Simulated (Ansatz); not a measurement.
Two structures of PbS under several functionals

Plane-wave DFT in Ansatz with scalar-relativistic PAW potentials (420 eV, r2SCAN 500 eV). Each structure was relaxed within its symmetry at each level.
A. Fm-3m, 8 atoms in the computed cell, a = 5.934 Å; sites (symmetry × multiplicity) Pb m-3m × 4, S m-3m × 4
B. Cmcm, 4 atoms in the computed cell, a = 4.111 Å, b = 11.634 Å, c = 4.268 Å; sites (symmetry × multiplicity) Pb m2m × 4, S m2m × 4
(cells at PBE+D3(BJ))

Problem. Does the choice of functional change which is lower?

Solution.
```csv
level,E(B) − E(A) (meV/atom),V(A) (Å³/atom),V(B) (Å³/atom)
PBE+D3(BJ),33,26.12,25.52
PBE,38,27.12,27.56
PBEsol,33,25.71,25.16
```

No: at every level A is lower; the difference varies by 5 meV/atom between levels.

Spin–orbit coupling is left out, which can shift energies with elements as heavy as these. An atom lies near a switch of its D3 coefficient C6 between reference coordination numbers, so the dispersion energy changes steeply there and can make or shift the minimum. For Tl, Pb and Bi spin-orbit coupling shifts energies too.